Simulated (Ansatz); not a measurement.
Input and command of a plane-wave DFT calculation in Ansatz:

```yaml
crystal:
  lattice:
    - [0.0, 2.0722494417, 2.0722494417]
    - [2.0722494417, 0.0, 2.0722494417]
    - [2.0722494417, 2.0722494417, 0.0]
  atoms:
    - { symbol: Ga, position: [0.0, 0.0, 0.0] }
basis:
  ecutwfc: 420
kpoints:
  mp_grid: { grid: [18, 18, 18] }
hamiltonian:
  xc: pbesol
scf:
  occupations: { method: gaussian, width: 0.1 }
output:
  forces: true
  stress: true
  eigenvalues: true
relax:
  adjacent_minimum: "off"
  f_tol: 0.01
  max_steps: 60
  cell: { stress_tol: 0.1 }
```

```bash
ansatz run input.yaml --threads 1 --pin off --max-ram 2560MiB --backend cpu --events-out ev --progress --plain --runs-dir out
```

Processor: Arm Neoverse V1, 1 thread, on a host shared with other jobs.

Task: How long does it run, and how much memory does it take?

Result: About 5.1 s on 1 thread of Arm Neoverse V1, on a shared host, peak memory 0.31 GiB. It solves 11 bands at 195 k points (the mesh reduced by the symmetry that the task leaves, which can be less than the crystal's) with about 331 plane waves (on the last cell), in 9 SCF iterations over 2 ionic steps.
